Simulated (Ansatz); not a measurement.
# Stack of 1T-IrSTe under 2H-MoTe2, shifted by a third of the diagonal in a perpendicular field

Aim: how the stack of 1T-IrSTe under 2H-MoTe2, shifted by a third of the diagonal screens a field along its normal, and what the field does to its bands. A positive field points along +c.

Program: Ansatz 0.2.0. Level of theory: plane-wave DFT, PBEsol-D3(BJ), Ansatz PAW. Results are calculated unless marked as measured.

This is a report of a sequence of runs, with most program output left out.

## (1) The starting structure

The cell holds 6 atoms: 3 Te, 1 Ir, 1 S and 1 Mo. Its edges and angles: a = 3.566 Å, b = 3.566 Å, c = 50.406 Å, α = 90.0°, β = 90.0°, γ = 120.0°. Regions: layer 1: 1T-IrSTe, 3 atoms (1 Te, 1 Ir and 1 S); layer 2: 2H-MoTe2, 3 atoms (2 Te and 1 Mo). Vacuum lies along c.

Structure file:

```cif
data_structure
_symmetry_space_group_name_H-M 'P 1'
_symmetry_Int_Tables_number 1
_cell_length_a 3.5655
_cell_length_b 3.5655
_cell_length_c 50.4057
_cell_angle_alpha 90.000
_cell_angle_beta 90.000
_cell_angle_gamma 120.000
_cell_volume 554.96
loop_
_atom_site_label
_atom_site_type_symbol
_atom_site_fract_x
_atom_site_fract_y
_atom_site_fract_z
_atom_site_occupancy
Te1 Te 0.66667 0.33333 0.40372 1
Ir2 Ir 0.00000 0.00000 0.43721 1
S3 S 0.33333 0.66667 0.45891 1
Te4 Te 0.66667 0.33333 0.52140 1
Mo5 Mo 0.33333 0.66667 0.55884 1
Te6 Te 0.66667 0.33333 0.59628 1
```

## (2) Relaxing the slab

The starting cell is a guess, so the in-plane lattice and the atoms are relaxed first, with the slab cut off from its images along the normal.

Contents of input.yaml:

```yaml
crystal:
  lattice:
    - [3.5655285, 0.0, 0.0]
    - [-1.78276425, 3.0878382589, 0.0]
    - [0.0, 0.0, 50.4057112802]
  atoms:
    - { symbol: Te, position: [0.6666666667, 0.3333333333, 0.4037240916] }
    - { symbol: Ir, position: [0.0, 0.0, 0.437209778], spin: 1.0 }
    - { symbol: S, position: [0.3333333333, 0.6666666667, 0.458908486] }
    - { symbol: Te, position: [0.6666666667, 0.3333333333, 0.5214014044] }
    - { symbol: Mo, position: [0.3333333333, 0.6666666667, 0.5588386563] }
    - { symbol: Te, position: [0.6666666667, 0.3333333333, 0.5962759084] }
  periodic: [true, true, false]
magnetization:
  spin_polarized: true
kpoints:
  mp_grid: { grid: [12, 12, 1] }
hamiltonian:
  xc: pbesol
  dispersion: d3bj
scf:
  occupations: { method: fermi_dirac, width: 0.05 }
  convergence: { dr2_threshold: 1.0e-09 }
relax:
  f_tol: 0.004
  max_steps: 90
  cell: {}
output:
  write_potential: true
  write_density: true
  volumetric_format: npy
```

The run is started by

```console
$ ansatz run input.yaml --threads 4 --pin off --max-ram 12288MiB --backend cpu --events-out ev --progress --plain --runs-dir out
```

It took 6.2 min on 4 threads of Intel Xeon Platinum 8259CL at 2.50GHz (Skylake/Cascade Lake), shared host; peak memory 1.7 GiB; 24 min of CPU time.

Relaxation path:

| step | energy less that of the first step (eV) | largest force component (eV/Å) | volume (Å³) |
| --- | --- | --- | --- |
| 1 | 0.0000 | 1.4485 | 554.96 |
| 2 | -0.1823 | 1.1005 | 544.25 |
| 3 | -0.3888 | 0.4243 | 527.66 |
| 4 | -0.4271 | 0.1888 | 516.41 |
| 5 | -0.4367 | 0.0532 | 519.89 |
| 6 | -0.4382 | 0.0222 | 519.83 |
| 7 | -0.4383 | 0.0081 | 519.48 |
| 8 | -0.4383 | 0.0011 | 519.71 |
| 9* | -0.4364 | 0.0013 | 519.71 |

Relaxation steps marked * repeat the geometry before them on a plane-wave basis chosen anew for their cell, so energy and pressure can jump there.

The run keeps the 6 symmetry operations that it works with, so distortions that break them were not tested.

| cell as run | before | after | change |
| --- | --- | --- | --- |
| a (Å) | 3.566 | 3.450 | -3.2 % |
| b (Å) | 3.566 | 3.450 | -3.2 % |

The atoms that moved most (Å, along periodic axes as changes of fractional coordinates times the final cell, across vacuum about the mean position):

| atom | dx | dy | dz | length |
| --- | --- | --- | --- | --- |
| S3 | 0.000 | 0.000 | 0.339 | 0.339 |
| Te6 | 0.000 | 0.000 | -0.335 | 0.335 |
| Ir2 | 0.000 | 0.000 | 0.309 | 0.309 |
| Mo5 | 0.000 | 0.000 | -0.258 | 0.258 |
| Te4 | 0.000 | 0.000 | -0.177 | 0.177 |
| Te1 | 0.000 | 0.000 | 0.121 | 0.121 |

Final coordinates:

```xyz
6
Lattice="3.4504 0.0000 0.0000 -1.7252 2.9882 0.0000 0.0000 0.0000 50.4057" Properties=species:S:1:pos:R:3
Te    1.7252    0.9961   20.4706
Ir    0.0000    0.0000   22.3467
S     0.0000    1.9921   23.4711
Te    1.7252    0.9961   26.1049
Mo    0.0000    1.9921   27.9110
Te    1.7252    0.9961   29.7212
```

This step gave:

```yaml
energy_at_zero_smearing: -38289.7404 eV
```

The lattice constant a goes from 3.566 to 3.450 Å.

## (3) Single point, field 0

A sawtooth potential applies the field, turning back in the middle of the vacuum. With the dipole correction the typed value is the field outside the slab. The induced dipole is small, so the SCF threshold is tight.

The cell differs from the one that the last finished run ended in (c 50.406 → 27.251 Å).

Contents of input.yaml:

```yaml
crystal:
  lattice:
    - [3.4504351171, 0.0, 0.0]
    - [-1.7252175585, 2.9881644655, 0.0]
    - [0.0, 0.0, 27.2505925414]
  atoms:
    - { symbol: Te, position: [0.6666666667, 0.3333333333, 0.3302680478] }
    - { symbol: Ir, position: [0.0, 0.0, 0.3991136523] }
    - { symbol: S, position: [0.3333333333, 0.6666666667, 0.4403755528] }
    - { symbol: Te, position: [0.6666666667, 0.3333333333, 0.5370286237] }
    - { symbol: Mo, position: [0.3333333333, 0.6666666667, 0.603305924] }
    - { symbol: Te, position: [0.6666666667, 0.3333333333, 0.6697319522] }
kpoints:
  mp_grid: { grid: [18, 18, 1] }
  band_path:
    path: [[0, 0, 0], [0.5, 0, 0], [0.33333333, 0.33333333, 0], [0, 0, 0]]
    npoints: 16
hamiltonian:
  xc: pbesol
  dispersion: d3bj
scf:
  occupations: { method: fermi_dirac, width: 0.05 }
  convergence: { dr2_threshold: 1.0e-10 }
efield:
  axis: 3
  dipole_correction: true
  ramp_position: 0.97
  ramp_width: 0.06
  amplitude: 0
output:
  dos: { projected: true, e_range: [-6, 5] }
  bader: true
  write_potential: true
  write_density: true
  volumetric_format: npy
  elf: true
```

Wall time 59 s (4 threads); peak memory 1.1 GiB; 3.8 min of CPU time.

Numbers from this step:

* energy at zero smearing: -38289.7301 eV
* work function, upper face: 4.639 eV
* work function, lower face: 4.389 eV
* dipole along the normal: -0.01427 e·Å
* step between the vacuum levels: 0.2505 eV

Running mean over a fixed 2.7 Å (it still follows the layers) of the planar mean; the ramp of the sawtooth is left out. Table of electron's electrostatic potential energy less the Fermi level by z:

z (Å), electron's electrostatic potential energy less the Fermi level (eV) and a bar from the least value:
```
        4       4.39 #############################
        5       4.38 #############################
        6       4.30 #############################
        7       2.99 ###########################
        8       0.59 ######################
        9      -2.75 ###############
       10      -7.20 #####
       11      -9.80 
       12      -7.07 ######
       13      -2.57 ###############
       14      -0.95 ##################
       15      -4.87 ##########
       16      -8.05 ####
       17      -7.81 ####
       18      -4.16 ############
       19       0.05 ####################
       20       2.46 #########################
       21       4.46 ##############################
       22       4.63 ##############################
       23       4.64 ##############################
       24       4.64 ##############################
```

The density of states has structure finer than the step of the table below, so its rows give means over 0.2 eV, whole bins alone (the curve runs from -6 to 1.99 eV). Peaks (eV: height): -3.79: 14.8, -3.38: 12.8, -2.86: 10.9, -0.95: 10.3, -0.43: 14.5, 1.50: 10.4, 1.75: 16.4.

Table of density of states by energy, zero at the Fermi level; means over each step:

energy (eV), density of states (states/eV a cell) and a bar:
```
     -5.8        6.3 ###################
     -5.6        6.2 ###################
     -5.4        3.3 ########
     -5.2        4.7 #############
     -5.0        3.5 #########
     -4.8        2.7 ######
     -4.6        4.7 ##############
     -4.4        3.3 ########
     -4.2        2.4 #####
     -4.0        2.4 #####
     -3.8        6.2 ###################
     -3.6        3.6 ##########
     -3.4        6.5 ####################
     -3.2        4.6 #############
     -3.0        5.8 #################
     -2.8        7.7 ########################
     -2.6        4.6 #############
     -2.4        3.5 #########
     -2.2        4.9 ##############
     -2.0        4.5 #############
     -1.8        6.7 #####################
     -1.6        5.2 ###############
     -1.4        7.2 ######################
     -1.2        4.8 ##############
     -1.0        6.2 ###################
     -0.8        3.7 ##########
     -0.6        5.0 ##############
     -0.4        5.6 ################
     -0.2        1.5 ##
      0.0        1.1 #
      0.2        1.0 
      0.4        1.1 #
      0.6        0.9 
      0.8        1.3 #
      1.0        3.2 ########
      1.2        3.5 #########
      1.4        4.8 ##############
      1.6        4.2 ############
      1.8        9.4 ##############################
```

Projected DOS per atom over height of the atomic layer and energy from the Fermi level. Layers: Te Ir S Te Mo Te from below.

Ten even steps from '0' (0.00 states/eV) to '9' (2.85 states/eV), each cell a mean:
```
132293
121191
121141
111000
100000
110000
221131
241151
140252
161263
161243
031333
121242
481332
551122
230333
120211
121222
121122
221123
165001
256200
```
Columns: height of the atomic layer (Å) from 9 to 18.3 (not evenly spaced); rows upwards: energy from the Fermi level (eV) from -5.96 to 1.96.

Electronic bands along the path, in eV, zero at the Fermi level:

| point | band 40 | band 41 | band 42 | band 43 | band 44 | band 45 | band 46 | band 47 |
| --- | --- | --- | --- | --- | --- | --- | --- | --- |
| Γ | -1.03 | 0.52 | 0.57 | 0.57 | 3.00 | 3.00 | 3.28 | 3.28 |
| halfway | -1.17 | -1.11 | -0.40 | 0.21 | 1.28 | 1.83 | 2.02 | 2.52 |
| M | -1.29 | -1.27 | -1.06 | -0.38 | 1.37 | 1.61 | 1.83 | 2.42 |
| halfway | -1.71 | -1.50 | -0.60 | -0.40 | 1.04 | 1.38 | 1.86 | 2.17 |
| K | -1.87 | -1.19 | -0.89 | -0.25 | 0.81 | 1.09 | 1.52 | 2.13 |
| halfway | -1.21 | -0.88 | -0.81 | 0.29 | 1.08 | 1.50 | 1.73 | 1.83 |
| Γ | -1.03 | 0.52 | 0.57 | 0.57 | 3.00 | 3.00 | 3.28 | 3.28 |

Valence density in the ca plane at fractional y = 0.667, with atoms of S and Mo within 0.2 Å of it. It is the smooth field of the valence electrons, not physical close to the nuclei.

Ten steps, logarithmic in the rise over the least value, from '0' (0.0 e/Å³) to '9' (6.5 e/Å³), each cell a mean:
```
00000000000000001244444445433211234443333334
00000000000000001344444455432111234443322334
00000000000000001234443444443221234443333334
00000000000000001223333334555432223334466543
00000000000000000122222234566643112234799863
00000000000000000111111234544653212235899974
00000000000000000112211234555653112234899964
00000000000000001122222234566542222334678753
00000000000000001233333344444322233443444433
```
Columns run along c (16.0 Å, from fractional 0.07 to 0.66 of the cell), rows up along a (3.5 Å). Atoms in or near the plane, at fractional coordinates: S at (0.44, 0.33), Mo at (0.60, 0.33).

Electrostatic potential energy in the ca plane at fractional y = 0.667, with atoms of S and Mo within 0.2 Å of it. With pseudopotentials it is smooth inside the atoms' cores, unlike the true potential.

Values in eV, 5 rows by 16 columns, each cell a mean:
```
  8   8   8   8   5  -8  -2  -5   3   7   2  -9   3   5  -4  -5
  8   8   8   8   6  -2   1  -1   0   5   4  -3   0  -2   0   0
  8   8   8   8   8   5   6   3 -26 -11   7   5 -19 -34   0   6
  8   8   8   8   8   6   7   2 -30 -16   7   5 -24 -38  -2   7
  8   8   8   8   7   2   3   2  -8   1   5   1  -6 -15   1   3
```
Columns run along c (16.0 Å, from fractional 0.13 to 0.71 of the cell; values clipped at the 3rd and 97th percentile), rows up along a (3.5 Å). Atoms in or near the plane, at fractional coordinates: S at (0.44, 0.33), Mo at (0.60, 0.33).

ELF in the ca plane at fractional y = 0.667, with atoms of S and Mo within 0.2 Å of it. It is the smooth field of the valence electrons, not physical close to the nuclei.

Ten even steps from '0' (0.00) to '9' (0.92), each cell a mean:
```
00000000000000146765554223332101565555432355
00000000000000246765555224332101565555533455
00000000000000135665554223344311365555322246
00000000000000013455443224688862135553244324
00000000000000001222211125866995112332577732
00000000000000000111000026611897101222764752
00000000000000001111100126733896101222676742
00000000000000012344322125788983123442367533
00000000000000124665553223567631255564222235
```
Columns run along c (16.0 Å, from fractional 0.07 to 0.66 of the cell), rows up along a (3.5 Å). Atoms in or near the plane, at fractional coordinates: S at (0.44, 0.33), Mo at (0.60, 0.33).

The work function of the upper face is 4.64 eV.

## (4) Atoms held, field 0.05 V/Å

Changes to input.yaml since step 3:

```diff
@@ -28,6 +28,4 @@
   ramp_width: 0.06
-  amplitude: 0
+  amplitude: 0.05
 output:
-  dos: { projected: true, e_range: [-6, 5] }
-  bader: true
   write_potential: true
@@ -35,2 +33 @@
   volumetric_format: npy
-  elf: true
```

Elapsed: 30 s, on 4 threads; peak memory 1 GiB.

The dipole is 0.0190 e·Å, 0.0333 e·Å from its value without field.

## (5) Single point, field -0.05 V/Å

Changes to input.yaml since step 4:

```diff
@@ -28,3 +28,3 @@
   ramp_width: 0.06
-  amplitude: 0.05
+  amplitude: -0.05
 output:
```

It took 25 s on 4 threads; peak memory 1 GiB; 96 s of CPU time.

The dipole is -0.0475 e·Å, -0.0333 e·Å from its value without field.

## (6) Atoms held, field 0.1 V/Å

Changes to input.yaml since step 5:

```diff
@@ -28,3 +28,3 @@
   ramp_width: 0.06
-  amplitude: -0.05
+  amplitude: 0.1
 output:
```

Elapsed: 25 s, on 4 threads; peak memory 1.1 GiB; 97 s of CPU time.

The dipole is 0.0523 e·Å, 0.0666 e·Å from its value without field.

## (7) Single point, field 0.2 V/Å

Changes to input.yaml since step 6:

```diff
@@ -28,3 +28,3 @@
   ramp_width: 0.06
-  amplitude: 0.1
+  amplitude: 0.2
 output:
```

It took 24 s on 4 threads; peak memory 1 GiB.

The dipole is 0.119 e·Å, 0.133 e·Å from its value without field.

## (8) Single point, field 0.3 V/Å

Changes to input.yaml since step 7:

```diff
@@ -28,4 +28,6 @@
   ramp_width: 0.06
-  amplitude: 0.2
+  amplitude: 0.3
 output:
+  dos: { projected: true, e_range: [-6, 5] }
+  bader: true
   write_potential: true
@@ -33 +35,2 @@
   volumetric_format: npy
+  elf: true
```

Wall time 44 s (4 threads); peak memory 1.1 GiB; 2.8 min of CPU time.

The dipole is 0.186 e·Å, 0.200 e·Å from its value without field.

## (9) Response, atoms held

This step: plane-wave DFT, PBEsol-D3(BJ), Ansatz PAW; response to a field along the normal, atoms held (Ansatz 0.2.0).

The dipoles give the slope, and the difference of two potentials shows where the field is screened.

This step gave:

```
equivalent conductor thickness p/(ε₀AE) : 11.68 Å
distance between the outer atoms        : 9.251 Å
```

Table of dipole of the cell by applied field:

| applied field (V/Å) | dipole of the cell (e·Å) |
| --- | --- |
| -0.050 | -0.0475 |
| 0.000 | -0.0143 |
| 0.050 | 0.0190 |
| 0.100 | 0.0523 |
| 0.200 | 0.119 |
| 0.300 | 0.186 |

Local field over the applied field, running mean. From the potentials at -0.05 and 0.05 V/Å; running mean over 2.5 Å. Local field over applied field against z:

| z (Å) | local field over applied field |
| --- | --- |
| 4.5 | 0.997 |
| 5.0 | 0.992 |
| 5.5 | 0.977 |
| 6.0 | 0.938 |
| 6.5 | 0.855 |
| 7.0 | 0.714 |
| 7.5 | 0.541 |
| 8.0 | 0.363 |
| 8.5 | 0.198 |
| 9.0 | 0.0795 |
| 9.5 | 0.0234 |
| 10.0 | 0.00826 |
| 10.5 | 0.00803 |
| 11.0 | 0.0200 |
| 11.5 | 0.0420 |
| 12.0 | 0.0669 |
| 12.5 | 0.0860 |
| 13.0 | 0.0984 |
| 13.5 | 0.0987 |
| 14.0 | 0.0823 |
| 14.5 | 0.0590 |
| 15.0 | 0.0405 |
| 15.5 | 0.0307 |
| 16.0 | 0.0274 |
| 16.5 | 0.0270 |
| 17.0 | 0.0295 |
| 17.5 | 0.0403 |
| 18.0 | 0.0686 |
| 18.5 | 0.148 |
| 19.0 | 0.285 |
| 19.5 | 0.454 |
| 20.0 | 0.627 |
| 20.5 | 0.786 |
| 21.0 | 0.900 |
| 21.5 | 0.959 |
| 22.0 | 0.985 |
| 22.5 | 0.994 |
| 23.0 | 0.998 |

Electrons, planar mean, per unit field. Induced electron density against z:

| z (Å) | induced electron density (e/Å³ per V/Å) |
| --- | --- |
| 4.5 | 1.2e-5 |
| 5.0 | 3.7e-5 |
| 5.5 | 1.1e-4 |
| 6.0 | 3.0e-4 |
| 6.5 | 7.8e-4 |
| 7.0 | 0.00183 |
| 7.5 | 0.00320 |
| 8.0 | 0.00306 |
| 8.5 | 1.0e-3 |
| 9.0 | 6.5e-4 |
| 9.5 | 3.8e-4 |
| 10.0 | -3.5e-4 |
| 10.5 | -7.4e-5 |
| 11.0 | -3.0e-4 |
| 11.5 | 1.4e-4 |
| 12.0 | -4.5e-4 |
| 12.5 | -6.0e-4 |
| 13.0 | -2.3e-4 |
| 13.5 | 4.0e-4 |
| 14.0 | 3.0e-4 |
| 14.5 | 6.7e-4 |
| 15.0 | 1.3e-4 |
| 15.5 | -3.0e-4 |
| 16.0 | 7.5e-5 |
| 16.5 | -2.6e-4 |
| 17.0 | 4.1e-4 |
| 17.5 | -3.9e-5 |
| 18.0 | -3.4e-4 |
| 18.5 | -7.9e-4 |
| 19.0 | -0.00169 |
| 19.5 | -0.00340 |
| 20.0 | -0.00257 |
| 20.5 | -0.00126 |
| 21.0 | -5.1e-4 |
| 21.5 | -2.0e-4 |
| 22.0 | -7.1e-5 |
| 22.5 | -2.5e-5 |
| 23.0 | -8.5e-6 |

By hand: between -0.05 and 0.05 V/Å the dipole changes by 0.06654 e·Å, a slope of 0.6654 e·Å²/V. A perfect conductor of thickness t has p = ε₀AEt, so t = 180.95 × 0.6654 / 10.310 = 11.68 Å (e/ε₀ = 180.95 V·Å, A in Å²).

The induced dipole is that of a conductor 11.68 Å thick.

## (10) A changed input

This step: plane-wave DFT, PBEsol-D3(BJ), Ansatz PAW (Ansatz 0.2.0).

An input spoilt on purpose, to show how the run answers: it repeats the earlier run at 0.05 V/Å with efield.axis from 3 to 0, and scf.max_iter set to 75.

Changes to input.yaml since step 8:

```diff
@@ -23,4 +23,5 @@
   convergence: { dr2_threshold: 1.0e-10 }
+  max_iter: 75
 efield:
-  axis: 3
+  axis: 0
   dipole_correction: true
@@ -28,6 +29,4 @@
   ramp_width: 0.06
-  amplitude: 0.3
+  amplitude: 0.05
 output:
-  dos: { projected: true, e_range: [-6, 5] }
-  bader: true
   write_potential: true
@@ -35,2 +34 @@
   volumetric_format: npy
-  elf: true
```

Run time: 0.03 s. Hardware: 4 threads; peak memory 0.042 GiB.

The input was rejected at the start.

The program's message: “Error: invalid value for `efield.axis`: must be in [1, 3]; got 0”

The fault put into the input: an axis of 0, outside the range 1 to 3.

## (11) A changed input

Another changed input: it repeats the earlier run at 0.05 V/Å with efield.dipole_correction from true to false.

Changes to input.yaml since step 10:

```diff
@@ -23,6 +23,5 @@
   convergence: { dr2_threshold: 1.0e-10 }
-  max_iter: 75
 efield:
-  axis: 0
-  dipole_correction: true
+  axis: 3
+  dipole_correction: false
   ramp_position: 0.97
```

It took 25 s on 4 threads; peak memory 1.1 GiB; 96 s of CPU time.

| quantity | this run | earlier run | difference |
| --- | --- | --- | --- |
| dipole along the normal (e·Å) | 0.03326 | 0.01900 | 0.014 |

With the dipole correction off, the periodic images add a field of their own to the typed one.

It moves by +0.0143 e·Å.

These numbers are not those of the isolated slab.

## (12) Results

```yaml
gap_without_field: none
work_function_upper_face: 4.64 eV
step_between_the_vacuum_levels: 0.251 eV
equivalent_conductor_thickness_atoms_held: 11.7 Å
```

In words: The induced dipole equals that of a perfect conductor 11.68 Å thick, while the outer atoms lie 9.25 Å apart. The two faces differ: the vacuum level above lies 0.25 eV higher than the one below. There is no gap over 0.03 eV, with or without the field. The first relaxation ran with spin and lost its moment, and the later runs have none; other magnetic states were not tried. Spin-orbit coupling is left out, which matters for the bands of elements this heavy. With this functional, D3(BJ) tends to leave the relaxed cell short of measured lattice constants, by some per cent.

[Logs are printed without paths, hosts, clocks, repeated set-up lines and the standing remarks that a program may print on its own settings, such as how far it seeks lower states.]

[Hosts, paths, dates, database ids (printed as entryN), source tags and the programs' standing remarks are cut or masked in the printed files.]

[Maps of the electrostatic potential energy from Ansatz leave out the sawtooth potential of an applied field or a dipole correction, so their vacuum need not be flat; planar profiles and work functions include it.]

[The density of states shown here was stored with 400 of the rows of the run's finer table, so its peaks can read low, often by over a quarter, or be missed, and its means over a window can be off by a tenth or more.]
